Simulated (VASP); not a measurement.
# MgS (P6_3mc) in VASP: notebook

Aim: see how the results for MgS move with the level of theory and the settings. Levels: HSE(alpha, omega). Tasks: single point.

Everything below comes from runs of VASP 6.6.1. Logs are shortened: lines on timing, memory, paths and dates and some standing lists are left out, and cuts for length are marked.

### 1 The structure

Symmetry: P6_3mc, No. 186, hexagonal system. The conventional cell has a = 4.035 Å, b = 4.035 Å, c = 6.432 Å, α = 90.00°, β = 90.00°, γ = 120.00°. Around S (site symmetry 3m) lie 4 Mg at 2.45 to 2.47 Å. Mg (site symmetry 3m) is surrounded by 4 S at 2.45 to 2.47 Å.

The cell comes from a database or a generator and needn't be the stable form of this composition.

### 2 Single point, HSE(alpha, omega)

POSCAR

```
MgS
1.0
    4.0346224068      0.0000000000      0.0000000000
   -2.0173112034      3.4940854990      0.0000000000
    0.0000000000      0.0000000000      6.4322941800
S Mg
2 2
Direct
    0.6666666667      0.3333333333      0.8792441500
    0.3333333333      0.6666666667      0.3792441500
    0.3333333333      0.6666666667      0.9957548500
    0.6666666667      0.3333333333      0.4957548500
```

INCAR.step1

```
SYSTEM = MgS
ALGO     = Normal         ! electronic algorithm
EDIFF    = 1E-5           ! SCF threshold, eV
ENCUT    = 520            ! plane-wave cutoff, eV
GGA      = PE             ! functional
ISIF     = 2              ! what is computed and relaxed
ISMEAR   = -1             ! smearing method
LASPH    = .True.         ! aspherical terms in the spheres
LCHARG   = .False.        ! write CHGCAR
LREAL    = .False.        ! projectors in reciprocal space
LWAVE    = .True.         ! write WAVECAR
NELM     = 100            ! most SCF steps
PREC     = Accurate       ! precision mode
SIGMA    = 0.05           ! smearing width, eV
```

INCAR.step2

```
SYSTEM = MgS
AEXX     = 0.05           ! exact-exchange fraction
ALGO     = Normal         ! electronic algorithm
EDIFF    = 1E-7           ! SCF threshold, eV
ENCUT    = 520            ! plane-wave cutoff, eV
GGA      = PE             ! functional
HFSCREEN = 0.2            ! screening, 1/A
ISIF     = 2              ! what is computed and relaxed
ISMEAR   = -1             ! smearing method
ISTART   = 1            
LASPH    = .True.         ! aspherical terms in the spheres
LCHARG   = .False.        ! write CHGCAR
LHFCALC  = .True.         ! exact exchange
LREAL    = .False.        ! projectors in reciprocal space
LWAVE    = .False.        ! write WAVECAR
NELM     = 100            ! most SCF steps
PREC     = Accurate       ! precision mode
PRECFOCK = Fast         
SIGMA    = 0.05           ! smearing width, eV
```

KPOINTS

```
k-points
0
Gamma
  4 4 2
  0 0 0
```

Potentials or basis: VASP PAW PBE potentials, release 64 (S, Mg).

On the command line:

```
> cat potpaw_PBE.64/S/POTCAR potpaw_PBE.64/Mg/POTCAR > POTCAR
> cp INCAR.step1 INCAR
> mpirun -np 1 vasp_std > vasp.out
> cp INCAR.step2 INCAR
> mpirun -np 1 vasp_std > vasp.out
```

OUTCAR:

```text
SYSTEM = MgS
   AEXX = 0.05
   EDIFF = 1E-7
   ENCUT = 520
   GGA = PE
   HFSCREEN = 0.2
   ISIF = 2
   ISMEAR = -1
   ISTART = 1
   LASPH = .True.
   LHFCALC = .True.
   LREAL = .False.
   NELM = 100
   PREC = Accurate
   PRECFOCK = Fast

 ion  position               nearest neighbor table
   1  0.667  0.333  0.879-   3 2.45   3 2.45   3 2.45   4 2.47
   2  0.333  0.667  0.379-   4 2.45   4 2.45   4 2.45   3 2.47
   3  0.333  0.667  0.996-   1 2.45   1 2.45   1 2.45   2 2.47
   4  0.667  0.333  0.496-   2 2.45   2 2.45   2 2.45   1 2.47

  LATTYP: Found a hexagonal cell.
 ALAT       =     4.0346224068
 C/A-ratio  =     1.5942741430

  Lattice vectors:

 A1 = (   4.0346224068,   0.0000000000,   0.0000000000)
 A2 = (  -2.0173112034,   3.4940854990,   0.0000000000)
 A3 = (   0.0000000000,   0.0000000000,   6.4322941800)

Analysis of symmetry for initial positions (statically):
=====================================================================
 Subroutine PRICEL returns:
 Original cell was already a primitive cell.

 Routine SETGRP: Setting up the symmetry group for a
 hexagonal supercell.

 Subroutine GETGRP returns: Found 12 space group operations
 (whereof  6 operations were pure point group operations)
 out of a pool of 24 trial point group operations.

The static configuration has the point symmetry C_3v.
 The point group associated with its full space group is C_6v.

Analysis of symmetry for dynamics (positions and initial velocities):
=====================================================================
 Subroutine PRICEL returns:
 Original cell was already a primitive cell.

 Routine SETGRP: Setting up the symmetry group for a
 hexagonal supercell.

 Subroutine GETGRP returns: Found 12 space group operations
 (whereof  6 operations were pure point group operations)
 out of a pool of 24 trial point group operations.

The dynamic configuration has the point symmetry C_3v.
 The point group associated with its full space group is C_6v.

 Subroutine INISYM returns: Found 12 space group operations
 (whereof  6 operations are pure point group operations),
 and found     1 'primitive' translations

----------------------------------------------------------------------------------------

                                     Primitive cell

  volume of cell :      90.6781

  direct lattice vectors                    reciprocal lattice vectors
     4.034622407  0.000000000  0.000000000     0.247854669  0.143098960  0.000000000
    -2.017311203  3.494085499  0.000000000     0.000000000  0.286197919  0.000000000
     0.000000000  0.000000000  6.432294180     0.000000000  0.000000000  0.155465526

  length of vectors
     4.034622407  4.034622407  6.432294180     0.286197919  0.286197919  0.155465526

  position of ions in fractional coordinates (direct lattice)
     0.666666667  0.333333333  0.879244150
     0.333333333  0.666666667  0.379244150
     0.333333333  0.666666667  0.995754850
     0.666666667  0.333333333  0.495754850

  ion indices of the primitive-cell ions
   primitive index   ion index
                 1           1
                 2           2
                 3           3
                 4           4

----------------------------------------------------------------------------------------

 KPOINTS: k-points

Automatic generation of k-mesh.
 Grid dimensions read from file:
 generate k-points for:    4    4    2

 Generating k-lattice:

  Cartesian coordinates                     Fractional coordinates (reciprocal lattice)
     0.061963667  0.035774740  0.000000000     0.250000000  0.000000000  0.000000000
     0.000000000  0.071549480  0.000000000     0.000000000  0.250000000  0.000000000
     0.000000000  0.000000000  0.077732763     0.000000000  0.000000000  0.500000000

  Length of vectors
     0.071549480  0.071549480  0.077732763

  Shift w.r.t. Gamma in fractional coordinates (k-lattice)
     0.000000000  0.000000000  0.000000000

 Subroutine IBZKPT returns following result:
 ===========================================

 Found      8 irreducible k-points:

 Following reciprocal coordinates:
            Coordinates               Weight
  0.000000  0.000000  0.000000      1.000000
  0.250000  0.000000  0.000000      6.000000
  0.500000  0.000000  0.000000      3.000000
  0.250000  0.250000  0.000000      6.000000
  0.000000  0.000000  0.500000      1.000000
  0.250000  0.000000  0.500000      6.000000
  0.500000  0.000000  0.500000      3.000000
  0.250000  0.250000  0.500000      6.000000
   k-points           NKPTS =      8   k-points in BZ     NKDIM =     32   number of bands    NBANDS=     12
   number of dos      NEDOS =    301   number of ions     NIONS =      4
   total plane-waves  NPLWV =  43200
   dimension x,y,z NGX =    30 NGY =   30 NGZ =   48
   dimension x,y,z NGXF=    60 NGYF=   60 NGZF=   96
   ions per type =               2   2
   NGX,Y,Z   is equivalent  to a cutoff of  12.36, 12.36, 12.41 a.u.
   NGXF,Y,Z  is equivalent  to a cutoff of  24.72, 24.72, 24.81 a.u.
 SYSTEM =  MgS
   PREC   = accura    normal or accurate (medium, high low for compatibility)
   ISTART =      1    job   : 0-new  1-cont  2-samecut
   ICHARG =      0    charge: 1-file 2-atom 10-const
   ISPIN  =      1    spin polarized calculation?
   LNONCOLLINEAR =      F non collinear calculations
   LSORBIT =      F    spin-orbit coupling
   LASPH  =      T    aspherical Exc in radial PAW
   ENCUT  =  520.0 eV  38.22 Ry    6.18 a.u.   7.50  7.50 11.96*2*pi/ulx,y,z
   NELM   =    100;   NELMIN=  2; NELMDL=  0     # of ELM steps
   EDIFF  = 0.1E-06   stopping-criterion for ELM
   LREAL  =      F    real-space projection
   EDIFFG = 0.1E-05   stopping-criterion for IOM
   NSW    =      0    number of steps for IOM
   IBRION =     -1    ionic relax: 0-MD 1-quasi-New 2-CG
   NFREE  =      0    steps in history (QN), initial steepest desc. (CG)
   ISIF   =      2    stress and relaxation
   ISYM   =      3    0-nonsym 1-usesym 2-fastsym
   POTIM  = 0.5000    time-step for ionic-motion
   TEBEG  =    0.0;   TEEND  =   0.0 temperature during run
   PSTRESS=    0.0 pullay stress
   NELECT =      16.0000    total number of electrons
   NUPDOWN=      -1.0000    fix difference up-down
   EMIN   =  10.00;   EMAX   =-10.00  energy-range for DOS
   EFERMI =   0.00;   METHOD = LEGACY
   ISMEAR =    -1;   SIGMA  =   0.05  broadening in eV -4-tet -1-fermi 0-gaus
   EFERMI_NEDOS =   21; number of points for ismear=-14 and -15
   IALGO  =     38    algorithm
   IMIX   =      1    mixing-type and parameters
     AMIX     =   0.40;   BMIX     =  1.00
     AMIX_MAG =   1.60;   BMIX_MAG =  1.00
  volume/ion in A,a.u.               =      22.67       152.98
  Fermi-wavevector in a.u.,A,eV,Ry     =   0.918221  1.735187 11.471486  0.843130
  Thomas-Fermi vector in A             =   2.043279
   LORBIT       =      0    0 simple, 1 ext, 2 COOP (PROOUT), +10 PAW based schemes
   GGA     = PE    functional components
   LHFCALC =     T    Hartree Fock is set to
   PRECFOCK=fast      Normal, Fast or Accurate (Low or Medium for compatibility)
   ENCUT4O =  -1.0   cutoff for four orbital integrals eV
   NKREDX  =     1    reduce k-point grid by
   NKREDY  =     1    reduce k-point grid by
   NKREDZ  =     1    reduce k-point grid by
   AEXX    =    0.0500 exact exchange contribution
   HFSCREEN=    0.2000 screening length (either q_TF or 0.3 A-1)
   HFSCREENC=   0.2000 screening length for correlation (either q_TF or 0.3 A-1)
   ENCUTFOCK=  -1.0 apply spherical cutoff to Coloumb kernel
   IVDW    =     0    specifies the selected vdW correction
   LEPSILON=     F    determine dielectric tensor
   LRPA    =     F    only Hartree local field effects (RPA)
 non-spin polarized calculation
  energy-cutoff  :      520.00
  volume of cell :       90.68
 maximum number of plane-waves:      2462
 NGX is ok and might be reduce to    30
  NGX = 18; NGY = 18; NGZ = 28

 number of electron      16.0000004 magnetization

 Free energy of the ion-electron system (eV)
  ---------------------------------------------------
  ext. energy  EPLUGINS =         0.00000000
  ---------------------------------------------------
  free energy    TOTEN  =       -17.51444675 eV

  energy without entropy =      -17.51444675  energy(sigma->0) =      -17.51444675

 E-fermi :   2.0929     XC(G=0):  -8.1039

 val. band max:        1.0588863018   @ k =   0.0000   0.0000   0.0000
 cond. band min:       4.7016841099   @ k =   0.0000   0.0000   0.0000
 fundamental gap:      3.6427978081
 Fermi energy:         2.0929156052

 k-point     1 :       0.0000    0.0000    0.0000
  band No.  band energies     occupation
      1     -10.5882      2.00000
      2      -9.8433      2.00000
      3      -2.2195      2.00000
      4       0.4661      2.00000
      5       0.4661      2.00000
      6       0.8943      2.00000
      7       0.8943      2.00000
      8       1.0589      2.00000
      9       4.7017      0.00000
     10       5.9478      0.00000
     11       8.7721      0.00000
     12       8.7721      0.00000

 k-point     2 :       0.2500    0.0000    0.0000
  band No.  band energies     occupation
      1     -10.3030      2.00000
      2      -9.7190      2.00000
      3      -1.7550      2.00000
      4      -0.9230      2.00000
      5      -0.4731      2.00000
      6       0.0829      2.00000
      7       0.7466      2.00000
      8       0.7812      2.00000
      9       6.2485      0.00000
     10       6.7620      0.00000
     11       7.9014      0.00000
     12       8.5194      0.00000
[... 61 lines left out ...]
 k-point     7 :       0.5000    0.0000    0.5000
  band No.  band energies     occupation
      1      -9.7818      2.00000
      2      -9.7818      2.00000
      3      -2.1126      2.00000
      4      -2.1126      2.00000
      5       0.1434      2.00000
      6       0.1434      2.00000
      7       0.2401      2.00000
      8       0.2401      2.00000
      9       5.9090      0.00000
     10       5.9090      0.00000
     11       7.5677      0.00000
     12       7.5677      0.00000

 k-point     8 :       0.2500    0.2500    0.5000
  band No.  band energies     occupation
      1      -9.7845      2.00000
      2      -9.7845      2.00000
      3      -1.8175      2.00000
      4      -1.8175      2.00000
      5      -0.5672      2.00000
      6      -0.5672      2.00000
      7       0.4401      2.00000
      8       0.4401      2.00000
      9       6.7616      0.00000
     10       6.7616      0.00000
     11       8.1536      0.00000
     12       8.1536      0.00000

------------------------ aborting loop because EDIFF is reached ----------------------------------------

  FORCE on cell =-STRESS in cart. coord.  units (eV):
  Direction    XX          YY          ZZ          XY          YZ          ZX
  --------------------------------------------------------------------------------------
  -------------------------------------------------------------------------------------
  Total        0.4807190      0.4807190      0.2737283      0.0000000      0.0000000      0.0000000
  in kB        8.4937514      8.4937514      4.8364643      0.0000000      0.0000000      0.0000000
  external PRESSURE =       7.2746557 kB  Pullay stress =       0.0000000 kB

 VOLUME and BASIS-vectors are now :
 -----------------------------------------------------------------------------
  energy-cutoff  :      520.00
  volume of cell :       90.68
      direct lattice vectors                 reciprocal lattice vectors
     4.034622407  0.000000000  0.000000000     0.247854669  0.143098960  0.000000000
    -2.017311203  3.494085499  0.000000000     0.000000000  0.286197919  0.000000000
     0.000000000  0.000000000  6.432294180     0.000000000  0.000000000  0.155465526

 POSITION                                       TOTAL-FORCE (eV/Angst)
 -----------------------------------------------------------------------------------
      2.01731      1.16470      5.65556         0.000000      0.000000     -0.048086
     -0.00000      2.32939      2.43941        -0.000000      0.000000     -0.048086
     -0.00000      2.32939      6.40499         0.000000     -0.000000      0.048086
      2.01731      1.16470      3.18884         0.000000      0.000000      0.048086
 -----------------------------------------------------------------------------------
    total drift:                                0.000000     -0.000000      0.000024

  FREE ENERGIE OF THE ION-ELECTRON SYSTEM (eV)
  ---------------------------------------------------
  free  energy   TOTEN  =       -17.5144467530 eV

  energy  without entropy=      -17.5144467530  energy(sigma->0) =      -17.51444675
```

Wall time 79 s (1 thread of Intel Xeon Platinum 8488C (Sapphire Rapids), shared host); peak memory 0.29 GiB.

Results:

- Free energy: -17.5144 eV
- Pressure: 0.7 GPa
- Largest force: 0.048 eV/Å
- Band gap on the k mesh: 3.64 eV, direct

Forces in eV/Å, atoms in the order of the input:
```
S    0.000  0.000 -0.048
S    0.000  0.000 -0.048
Mg   0.000  0.000  0.048
Mg   0.000  0.000  0.048
```

Caveat: the k mesh is coarse (spacing up to 0.49 Å⁻¹), so the values aren't converged, least of all with exact exchange; the PAW data sets were made with another functional, which shifts forces and pressure a little.

### 3 Single point, HSE(alpha, omega)

POSCAR is that of step 2.

INCAR.step1 is that of step 2.

Changes to INCAR.step2 since step 2:

```diff
@@ -1,3 +1,3 @@
 SYSTEM = MgS
-AEXX     = 0.05           ! exact-exchange fraction
+AEXX     = 0.1            ! exact-exchange fraction
 ALGO     = Normal         ! electronic algorithm
```

KPOINTS is that of step 2.

Potentials or basis: VASP PAW PBE potentials, release 64 (S, Mg).

On the command line:

```
> cat potpaw_PBE.64/S/POTCAR potpaw_PBE.64/Mg/POTCAR > POTCAR
> cp INCAR.step1 INCAR
> mpirun -np 1 vasp_std > vasp.out
> cp INCAR.step2 INCAR
> mpirun -np 1 vasp_std > vasp.out
```

Run time: 84 s. Hardware: 1 thread of Intel Xeon Platinum 8488C (Sapphire Rapids), shared host; peak memory 0.29 GiB.

It converged, with:

| Item | Value |
| --- | --- |
| Free energy | -18.0704 eV |
| Pressure | 0.5 GPa |
| Largest force | 0.049 eV/Å |
| Band gap on the k mesh | 3.86 eV, direct |

Forces in eV/Å, atoms in the order of the input:
```
S    0.000  0.000 -0.049
S    0.000  0.000 -0.049
Mg   0.000  0.000  0.049
Mg   0.000  0.000  0.049
```

Stress tensor (GPa, compression positive):
```
0.63 0.00 0.00
0.00 0.63 0.00
0.00 0.00 0.27
```

Levels at points of the mesh, in eV from the valence-band top:
| k point | band 4 | band 5 | band 6 | band 7 | band 8 | band 9 | band 10 | band 11 | band 12 |
| --- | --- | --- | --- | --- | --- | --- | --- | --- | --- |
| (0.00, 0.00, 0.00) | -0.60 | -0.60 | -0.17 | -0.17 | 0.00 | 3.86 | 5.11 | 7.96 | 7.96 |
| (0.50, 0.00, 0.00) | -2.53 | -1.95 | -1.30 | -0.96 | -0.49 | 5.14 | 5.62 | 6.25 | 7.96 |
| (0.00, 0.00, 0.50) | -1.97 | -0.39 | -0.39 | -0.39 | -0.39 | 5.35 | 5.35 | 8.10 | 8.10 |
| (0.50, 0.00, 0.50) | -3.23 | -0.93 | -0.93 | -0.83 | -0.83 | 5.06 | 5.06 | 6.74 | 6.74 |

Caveat: the k mesh is coarse (spacing up to 0.49 Å⁻¹), so the values aren't converged, least of all with exact exchange; the PAW data sets were made with another functional, which shifts forces and pressure a little.
